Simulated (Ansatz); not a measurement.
# Ti2CF2 MXene monolayer in a perpendicular field

Wanted: the out-of-plane response of the Ti2CF2 MXene monolayer. A positive field points along +c.

Method: plane-wave DFT, PBE-D3(BJ), Ansatz PAW (set soft_1); PAW set soft_1, in Ansatz 0.2.0.

### 1. The starting structure

The cell holds 5 atoms: 2 F, 2 Ti and 1 C. Cell: a = 3.100 Å, b = 3.100 Å, c = 39.576 Å, α = 90.0°, β = 90.0°, γ = 120.0°. Vacuum lies along c.

### 2. Relaxation

The starting cell is a guess, so the in-plane lattice and the atoms are relaxed first, with the slab cut off from its images along the normal.

Contents of input.yaml:

```yaml
crystal:
  lattice:
    - [3.10024, 0.0, 0.0]
    - [-1.55012, 2.6848865978, 0.0]
    - [0.0, 0.0, 39.5755009083]
  atoms:
    - { symbol: F, position: [0.3333333333, 0.6666666667, 0.4459829843] }
    - { symbol: Ti, position: [0.6666666667, 0.3333333333, 0.4690901674], spin: 1.0 }
    - { symbol: C, position: [0.0, 0.0, 0.5] }
    - { symbol: Ti, position: [0.3333333333, 0.6666666667, 0.5309098326], spin: 1.0 }
    - { symbol: F, position: [0.6666666667, 0.3333333333, 0.5540170157] }
  periodic: [true, true, false]
magnetization:
  spin_polarized: true
kpoints:
  mp_grid: { grid: [12, 12, 1] }
hamiltonian:
  xc: pbe
  dispersion: d3bj
  pseudopotentials: { kind: paw, azcp: { folder: soft_1 } }
scf:
  occupations: { method: fermi_dirac, width: 0.05 }
  convergence: { dr2_threshold: 1.0e-09 }
relax:
  f_tol: 0.004
  max_steps: 90
  cell: {}
output:
  write_potential: true
  write_density: true
  volumetric_format: npy
```

Command:

```
ansatz run input.yaml --threads 2 --pin off --max-ram 3072MiB --backend cpu --events-out ev --progress --plain --runs-dir out
```

Numbers of over 12 decimals in the logs are rounded to 6 here.

The program printed:

```text
Warning: relax.cell: scf.convergence.dr2_threshold = 1e-9 eV is looser than the 2.45350694905e-10 eV advised for a relaxation that steers and ends on the stress (1e-10 eV for each atom of the cell: 5, times the square of relax.cell.stress_2d_tol = 0.05 N/m over 14.3 Å (the atoms' height at the walk's start and 5 Å past either face), 3.503e-2 GPa, over a crystal's default 0.05). What an SCF threshold leaves in a stress goes as its square root, and in the free energy as the threshold itself, and one threshold admits the most on a small cell: [figures from the program's tests cut] Set scf.convergence.dr2_threshold to 2.45350694905e-10 eV or tighter. [rest of the remark cut]
Engine: ansatz 0.2.0, x86_64-unknown-linux-gnu
Pseudopotentials: kind: paw
Pseudopotential: F, paw, valence charge 7, recommended cutoff 420 eV (normal), soft_1/F.paw.azcp
Pseudopotential: Ti, paw, valence charge 12, recommended cutoff 420 eV (normal), soft_1/Ti.paw.azcp
Pseudopotential: C, paw, valence charge 4, recommended cutoff 420 eV (normal), soft_1/C.paw.azcp
Functional definition: PBE
  parameter kappa = 0.804
  parameter beta = 0.066725
  exchange = pbe_x(kappa = kappa, mu = beta*pi^2/3)
  correlation = pbe_c(beta = beta)
Crystal: 5 atoms, lattice volume = 329.418 Å³
Basis set: ecut = 420 eV, 6421 PW (Γ), exchange–correlation on 48×48×540 points (8 copies of the dense FFT grid, shifted against one another)
Bands: 27, of which v1, the nominal top of the filled ones, is band 21 counted from 1 (20 counted from 0)
Symmetry: 12 space group operations
Space group: P-3m1 (ITA 164), of the structure as read, at distance tolerance 6.9e-5 Å
Magnetic group: BNS 164.85 (UNI 1315), of the structure as read, at distance tolerance 6.9e-5 Å
k-points: 19 of 144
Non-local potential: F, projectors of the file, l = 0: 2, l = 1: 2, l = 2: 1
Non-local potential: Ti, projectors of the file, l = 0: 3, l = 1: 2, l = 2: 3, l = 3: 1
Non-local potential: C, projectors of the file, l = 0: 2, l = 1: 2, l = 2: 1
PAW form: soft (Blöchl's): semilocal exchange-correlation on the pseudo side does not see the compensation charge
PAW one-centre angular grid: F, 110 points (default); XC on 64 Gauss nodes
PAW one-centre angular grid: Ti, 590 points (default); XC on 64 Gauss nodes
PAW one-centre angular grid: C, 110 points (default); XC on 64 Gauss nodes
Initial density: superposition of atomic densities (neutral atoms: chi_scale 0, normalization atom)
Starting moments: Σ|m| = 2 μB on 2 of 5 sites
Initial wavefunctions: pseudopotential atomic-orbital guess
Functional: x = pbe(κ = 0.804, μ = 0.219515), c = pbe(β = 0.066725)
SCF iter   1: F=—  HF=-6878.902973 eV  |F-HF|=—  |Δ(HF+E_count)|=         —  Δρ=3.80e-2 (↑3.80e-2 ↓2.98e-2)  dr2=2.47e1  dr2_m=3.40e-1  M=0.886 μB ∫|m|=0.966 μB  β_m=0.30  ethr=3.10e-3  ⟨swp⟩=14.0  Hψ=7337  notcnv=0
Mixer restart at iter 1: flushing history
preconditioner: auto → Resta (q_TF=auto, 1.936 Å⁻¹)  ε∞=1.9  [insulator: Δε(μ)=0.148 eV  Ē_g=9.889 eV  σ=0.050 eV  W_gap=0.61  n_scr=24 (ndim 8)  ℏωp=9.6 eV  f_vac=0.803  D(μ)=1.27/eV (n_scr^D=10)  ε∞_Penn≈1.9  vacuum switching on, ρ_ref=7.1e-3 e/Å³]
spin=Collinear: Resta preconditioning applied to the charge; magnetization (m = ρ↑ − ρ↓) channel mixes plain (no charge-response kernel on spin).
SCF iter   2: F=—  HF=-6871.507998 eV  |F-HF|=—  |Δ(HF+E_count)|=    7.39e0  Δρ=1.17e-2 (↑1.09e-2 ↓1.17e-2)  dr2=1.47e0  dr2_m=1.68e-1  M=0.760 μB ∫|m|=0.896 μB  β_m=0.33  ethr=3.10e-3  ⟨swp⟩=5.4  Hψ=3361  notcnv=0  defer=17
preconditioner: auto → LDOS  [metal: Δε(μ)=0.015 eV  Ē_g=8.932 eV  σ=0.050 eV  W_gap=0.08  n_scr=24 (ndim 8)  ℏωp=9.6 eV  f_vac=0.807  D(μ)=2.09/eV (n_scr^D=12)]
spin=Collinear: LDOS preconditioning applied to the charge; magnetization (m = ρ↑ − ρ↓) channel mixes plain (no charge-response kernel on spin).
SCF iter   3: F=—  HF=-6871.701961 eV  |F-HF|=—  |Δ(HF+E_count)|=   1.94e-1  Δρ=7.70e-3 (↑7.61e-3 ↓7.70e-3)  dr2=3.33e-1  dr2_m=1.09e-1  M=0.613 μB ∫|m|=0.749 μB  β_m=0.49  ethr=3.10e-3  ⟨swp⟩=3.2  Hψ=2070  notcnv=0  defer=15
SCF iter   4: F=—  HF=-6872.172214 eV  |F-HF|=—  |Δ(HF+E_count)|=   4.70e-1  Δρ=4.36e-3 (↑4.36e-3 ↓2.61e-3)  dr2=2.60e-2  dr2_m=3.15e-2  M=0.365 μB ∫|m|=0.474 μB  β_m=0.68  ethr=7.93e-4  ⟨swp⟩=5.3  Hψ=2819  notcnv=0  defer=14
SCF iter   5: F=—  HF=-6872.253945 eV  |F-HF|=—  |Δ(HF+E_count)|=         —  Δρ=2.68e-3 (↑2.28e-3 ↓2.68e-3)  dr2=3.92e-3  dr2_m=1.78e-2  M=0.098 μB ∫|m|=0.164 μB  β_m=0.68  ethr=6.19e-5  ⟨swp⟩=4.1  Hψ=2774  notcnv=0  defer=5
SCF iter   6: F=—  HF=-6872.253081 eV  |F-HF|=—  |Δ(HF+E_count)|=   8.64e-4  Δρ=1.10e-3 (↑7.00e-4 ↓1.10e-3)  dr2=2.69e-3  dr2_m=1.83e-3  M=0.050 μB ∫|m|=0.086 μB  β_m=0.79  ethr=9.33e-6  ⟨swp⟩=3.6  Hψ=2440  notcnv=0  defer=4
SCF iter   7: F=—  HF=-6872.253753 eV  |F-HF|=—  |Δ(HF+E_count)|=   6.71e-4  Δρ=3.97e-4 (↑2.21e-4 ↓3.97e-4)  dr2=3.18e-4  dr2_m=2.37e-4  M=0.021 μB ∫|m|=0.036 μB  β_m=0.86  ethr=6.40e-6  ⟨swp⟩=3.1  Hψ=2201  notcnv=0  defer=4
SCF iter   8: F=—  HF=-6872.254021 eV  |F-HF|=—  |Δ(HF+E_count)|=   2.69e-4  Δρ=9.97e-5 (↑9.97e-5 ↓8.03e-5)  dr2=8.88e-6  dr2_m=2.22e-5  M=0.007 μB ∫|m|=0.012 μB  β_m=0.93  ethr=7.57e-7  ⟨swp⟩=3.1  Hψ=2207  notcnv=0  defer=4
SCF iter   9: F=—  HF=-6872.254054 eV  |F-HF|=—  |Δ(HF+E_count)|=   3.23e-5  Δρ=2.30e-5 (↑2.02e-5 ↓2.30e-5)  dr2=1.62e-6  dr2_m=8.84e-7  M=0.001 μB ∫|m|=0.002 μB  β_m=0.93  ethr=2.11e-8  ⟨swp⟩=3.4  Hψ=2296  notcnv=0  defer=4
SCF iter  10: F=—  HF=-6872.254054 eV  |F-HF|=—  |Δ(HF+E_count)|=   6.37e-7  Δρ=8.11e-6 (↑8.11e-6 ↓6.77e-6)  dr2=4.20e-7  dr2_m=5.21e-8  M=0.000 μB ∫|m|=0.000 μB  β_m=0.82  ethr=3.85e-9  ⟨swp⟩=2.9  Hψ=2160  notcnv=0  defer=4
SCF iter  11: F=—  HF=-6872.254054 eV  |F-HF|=—  |Δ(HF+E_count)|=   5.93e-8  Δρ=1.71e-6 (↑1.68e-6 ↓1.71e-6)  dr2=7.82e-9  dr2_m=5.91e-9  M=0.000 μB ∫|m|=0.000 μB  β_m=0.89  ethr=1.00e-9  ⟨swp⟩=2.9  Hψ=2178  notcnv=0  defer=4
SCF iter  12: F=—  HF=-6872.254055 eV  |F-HF|=—  |Δ(HF+E_count)|=   2.50e-7  Δρ=6.22e-7 (↑3.40e-7 ↓6.22e-7)  dr2=1.80e-9  dr2_m=4.32e-10  M=0.000 μB ∫|m|=0.000 μB  β_m=0.91  ethr=1.86e-11  ⟨swp⟩=3.8  Hψ=2497  notcnv=0  defer=4
SCF iter  13: F=—  HF=-6872.254055 eV  |F-HF|=—  |Δ(HF+E_count)|=   2.45e-9  Δρ=2.40e-7 (↑2.40e-7 ↓1.45e-7)  dr2=3.32e-10  dr2_m=3.29e-11  M=-0.000 μB ∫|m|=0.000 μB  β_m=0.84  ethr=4.28e-12  ⟨swp⟩=3.0  Hψ=2101  notcnv=0  defer=4
SCF iter  14: F=-6872.254055 eV  HF=-6872.254055 eV  |F-HF|=1.18e-10  |Δ(HF+E_count)|=   1.13e-9  Δρ=3.92e-8 (↑3.92e-8 ↓3.85e-8)  dr2=7.43e-12  dr2_m=3.03e-12  M=0.000 μB ∫|m|=0.000 μB  ethr=1.00e-12  ⟨swp⟩=7.3  Hψ=6606  notcnv=0
[...]
relax step   5: F+E_penalty+E_count = -6873.57854936 eV  Δ(F+E_penalty+E_count) = -2.832e-6 eV  max|allowed force component| = 4.352e-3 eV/Å  Δτ_max = 0.0028 Å  P = -0.026 N/m  Ω = 314.834 Å³  energy of the carried Pulay correction = +5.141e-3 eV  fix = [c, alpha, beta]  reactions: c -0.000 N/m  (8 SCF iters, accepted)
[...]
relax step   6: F+E_penalty+E_count = -6873.57855725 eV  Δ(F+E_penalty+E_count) = -7.887e-6 eV  max|allowed force component| = 4.265e-5 eV/Å  Δτ_max = 0.0007 Å  P = +0.000 N/m  Ω = 314.824 Å³  energy of the carried Pulay correction = +5.145e-3 eV  fix = [c, alpha, beta]  reactions: c +0.000 N/m  (6 SCF iters, accepted)
[...]
relax step   7: F+E_penalty+E_count = -6873.57438606 eV  Δ(F+E_penalty+E_count) = +4.171e-3 eV  max|allowed force component| = 8.497e-5 eV/Å  Δτ_max = 0.0000 Å  P = -0.095 N/m  Ω = 314.824 Å³  fix = [c, alpha, beta]  reactions: c -0.000 N/m  stress off target by 9.47e-2 N/m on what of the cell is left free  SCF on the basis re-selected at this cell (its energy is not comparable with the rows above)  (7 SCF iters)
[...]
relax step   8: F+E_penalty+E_count = -6873.57449044 eV  Δ(F+E_penalty+E_count) = -1.044e-4 eV  max|allowed force component| = 1.117e-4 eV/Å  Δτ_max = 0.0006 Å  P = -0.006 N/m  Ω = 314.601 Å³  energy of the carried Pulay correction = +8.664e-5 eV  fix = [c, alpha, beta]  reactions: c -0.000 N/m  (7 SCF iters, accepted)
iter 1 solved again at ethr=1.27e-8 eV; its pass at ethr=3.10e-3 eV (dr2=5.33e-6 eV) is discarded
SCF iter   1: F=—  HF=-6873.574363 eV  |F-HF|=—  |Δ(HF+E_count)|=         —  Δρ=1.15e-6 (↑1.15e-6 ↓1.13e-6)  dr2=2.78e-9  dr2_m=4.72e-11  M=0.000 μB ∫|m|=0.000 μB  β_m=0.65  ethr=1.27e-8  ⟨swp⟩=7.7  Hψ=12820  notcnv=0
preconditioner: auto → LDOS  [metal: Δε(μ)=0.067 eV  Ē_g=7.599 eV  σ=0.050 eV  W_gap=0.32  n_scr=20 (ndim 8)  ℏωp=9.8 eV  f_vac=0.812  D(μ)=2.23/eV (n_scr^D=14)]
spin=Collinear: LDOS preconditioning applied to the charge; magnetization (m = ρ↑ − ρ↓) channel mixes plain (no charge-response kernel on spin).
SCF iter   2: F=—  HF=-6873.574401 eV  |F-HF|=—  |Δ(HF+E_count)|=   3.82e-5  Δρ=5.36e-7 (↑5.36e-7 ↓4.54e-7)  dr2=2.07e-9  dr2_m=2.08e-11  M=0.000 μB ∫|m|=0.000 μB  β_m=0.46  ethr=6.61e-12  ⟨swp⟩=4.7  Hψ=3367  notcnv=0
SCF iter   3: F=—  HF=-6873.574401 eV  |F-HF|=—  |Δ(HF+E_count)|=   1.54e-9  Δρ=2.86e-7 (↑2.86e-7 ↓2.49e-7)  dr2=3.15e-10  dr2_m=1.53e-11  M=0.000 μB ∫|m|=0.000 μB  β_m=0.60  ethr=4.92e-12  ⟨swp⟩=2.3  Hψ=1562  notcnv=0
SCF iter   4: F=-6873.574401 eV  HF=-6873.574401 eV  |F-HF|=8.46e-10  |Δ(HF+E_count)|=   2.56e-9  Δρ=7.93e-8 (↑7.93e-8 ↓4.99e-8)  dr2=3.15e-11  dr2_m=2.03e-12  M=0.000 μB ∫|m|=0.000 μB  ethr=1.00e-12  ⟨swp⟩=10.2  Hψ=7685  notcnv=0
the starting moments were not kept: the SCF closed with an absolute magnetisation of 5.4e-6 μB, where they sum to 2 μB in size (2 sites). That is at most 0.1 of that sum. Measured as dr2_m measures the in/out step, that magnetisation stands 5.8e-12 eV from none, at or under the dr2_threshold of 1.0e-9 eV: it is no larger than a step whose dr2_m would equal this threshold.
SCF 9 converged in 4 iterations: F = -6873.574401 eV  dr2 = 3.15e-11
relax step   9: F+E_penalty+E_count = -6873.57440109 eV  Δ(F+E_penalty+E_count) = +8.936e-5 eV  max|allowed force component| = 1.108e-4 eV/Å  Δτ_max = 0.0000 Å  P = -0.007 N/m  Ω = 314.601 Å³  fix = [c, alpha, beta]  reactions: c -0.000 N/m  stress off target by 7.38e-3 N/m on what of the cell is left free  SCF on the basis re-selected at this cell (its energy is not comparable with the rows above)  (4 SCF iters)
basis re-selected at this cell: Δ(F+E_penalty+E_count) = +8.936e-5 eV, ΔP = -0.002 N/m vs the last step (what re-selecting the basis moved, of the pressure what is left beyond the Pulay correction that the steps carried, after the strain that the cell walked since its last selection, with what the two solves' SCF thresholds leave and, on support functions, any second-order correction that the steps lacked; it is no m [...]
WARN: The output density's exchange-correlation potential varies sharply where the density is thin. Do not read a vacuum level from v_tot or v_xc, or from such a field of the output density. On a cell that repeats whose density bears no net charge and no dipole along the vacuum's axis use v_es (v_loc + v_h of the components); under efield.dipole_correction with no amplitude use v_es + v_field, which holds any externa [...]
SCF converged after 4 iterations
Magnetization: 0.0000 μB (21.0000 up, 21.0000 down)
Absolute magnetization: 0.0000 μB (∫|ρ↑−ρ↓|, with the PAW one-centre terms)
Spin contamination: 0.0000 ħ² per cell (⟨S²⟩ above its minimum at these occupations)
Per-site moments (μB) at R_I (Å): [(4.189487066601171e-8, 0.888224), (1.5282765464587076e-6, 0.861082), (-5.970512731762736e-7, 0.861082), (1.5282765464573238e-6, 0.861082), (4.189487066935289e-8, 0.888224)]
Free energy (F): -6873.574401 eV
Harris-Foulkes:  -6873.574401 eV  (|F-HF|=8.46e-10)
Internal energy: -6873.556824 eV  (E = F + TS)
E sigma→0 (E₀):  -6873.565612 eV
Entropy (-TS):   -0.017577 eV (-3.515 meV/atom)
Fermi energy:    -4.772066 eV
--- Per-component energies (eV) ---
  E_band       = -1066.126511
  E_kinetic    = 1045.996928
  E_local      = -162559.975692  (includes V_loc(G=0)·N_el)
  E_nonlocal   = 318.206355
  E_hartree    = 80589.018083
  E_xc         = -436.012270
  E_vxc        = -550.076327  (∫ρ·V_xc dr)
  E_paw        = -2592.747982  (= ΣΔE_a)
  E_vpaw       = -498.315566  (= ΣTr[D̂ρ^β])
  E_aug_tail   = 0.001245  (compensation charges beyond the density's cutoff)
  E_ewald      = 76763.057594
  E_disp       = -1.101084  (pairwise vdW)
  E_smearing   = -0.017577  (= −TS)
  E_closure    = -0.000000  (closes the sum)
  Σ components = -6873.574401   (vs F -6873.574401, Δ=0.00e0)
--- Forces (eV/Å), atoms counted from 1 ---
  atom   1  F      0.00000000     0.00000000    -0.00011081
  atom   2  Ti     0.00000000     0.00000000     0.00005122
  atom   3  C      0.00000000     0.00000000     0.00000000
  atom   4  Ti     0.00000000     0.00000000    -0.00005122
  atom   5  F      0.00000000     0.00000000     0.00011081
  max |Σ_I F_I| component: 5.55e-17 eV/Å
--- 2D stress c σ (N/m, compression-positive) ---
       -0.007384      -0.000000       0.000000
        0.000000      -0.007384      -0.000000
        0.000000      -0.000000      -0.000000
  P = ½ c Tr σ = -0.0074 N/m
--- Band table (eV; the first three rows and the last of 38) ---
  k-point 0 ↑: bands = [... 17 lower, -8.6722, -7.4476, -7.4476, -4.8218, -4.8218, -4.5944, -3.1953, -3.1953, ... 2 higher]
  k-point 1 ↑: bands = [... 17 lower, -8.6240, -7.7016, -7.5009, -4.9571, -4.6976, -4.5092, -3.2628, -3.1827, ... 2 higher]
  k-point 2 ↑: bands = [... 17 lower, -8.5437, -8.2548, -7.6129, -5.3419, -4.3650, -4.2412, -3.2994, -3.1761, ... 2 higher]
  k-point 18 ↓: bands = [... 17 lower, -9.2480, -9.2480, -8.2898, -4.3668, -3.7609, -3.7609, -2.7804, -2.7804, ... 2 higher]
  the weakly bound empty levels are not read free of the cell's end (no_gap_told)
--- Relaxed structure (7 steps of the walk, 7 accepted, 2 SCFs on fresh bases) ---
  F+E_penalty+E_count = -6873.57440109 eV   max|allowed force component| = 1.108e-4 eV/Å   (the final SCF, on the basis selected at the relaxed cell)
  cell:  # Å, volume = 314.6011 Å³
    - [3.029714, 0, 0]
    - [-1.514857, 2.623809, 0]
    - [0, 0, 39.5755009083]
  atoms:
    - { symbol: F, position: [0.333333, 0.666667, 0.439484] }
    - { symbol: Ti, position: [0.666667, 0.333333, 0.471214] }
    - { symbol: C, position: [0, 0, 0.500000] }
    - { symbol: Ti, position: [0.333333, 0.666667, 0.528786] }
    - { symbol: F, position: [0.666667, 0.333333, 0.560516] }
```

Wall time 58 s (2 threads of AMD EPYC 9R14 (Zen 4), shared host); peak memory 0.82 GiB.

The steps of the relaxation:

```csv
step,energy less that of the first step (eV),largest force component (eV/Å),volume (Å³)
1,0.0000,4.8333,329.42
2,-1.2287,1.2759,315.26
3,-1.3171,0.1629,309.78
4,-1.3245,0.0175,314.68
5,-1.3245,0.0044,314.83
6,-1.3245,0.0000,314.82
7*,-1.3203,0.0001,314.82
8,-1.3204,0.0001,314.60
9*,-1.3203,0.0001,314.60
```

Relaxation steps marked * repeat the geometry before them on a plane-wave basis chosen anew for their cell, so energy and pressure can jump there.

Forces are held to the 12 operations that the run works with; a distortion that breaks them can't arise in this run.

```
cell as run  before  after  change
      a (Å)   3.100  3.030  -2.3 %
      b (Å)   3.100  3.030  -2.3 %
```

The atoms that moved most (Å, along periodic axes as changes of fractional coordinates times the final cell, across vacuum about the mean position):

| atom | dx | dy | dz | length |
| --- | --- | --- | --- | --- |
| F1 | 0.000 | 0.000 | -0.257 | 0.257 |
| F5 | 0.000 | 0.000 | 0.257 | 0.257 |
| Ti4 | 0.000 | 0.000 | -0.084 | 0.084 |
| Ti2 | 0.000 | 0.000 | 0.084 | 0.084 |

The relaxed structure:

```xyz
5
Lattice="3.0297 0.0000 0.0000 -1.5149 2.6238 0.0000 0.0000 0.0000 39.5755" Properties=species:S:1:pos:R:3
F     0.0000    1.7492   17.3928
Ti    1.5149    0.8746   18.6485
C     0.0000    0.0000   19.7878
Ti    0.0000    1.7492   20.9270
F     1.5149    0.8746   22.1827
```

This step gave:

```yaml
energy_at_zero_smearing: -6873.5656 eV
```

The lattice constant a goes from 3.100 to 3.030 Å.

(Part 1 of 2 ends here.)

[Logs are printed without paths, hosts, clocks, repeated set-up lines and the standing remarks that a program may print on its own settings, such as how far it seeks lower states.]

[Hosts, paths, dates, database ids (printed as entryN), source tags and the programs' standing remarks are cut or masked in the printed files.]

[Maps of the electrostatic potential energy from Ansatz leave out the sawtooth potential of an applied field or a dipole correction, so their vacuum need not be flat; planar profiles and work functions include it.]
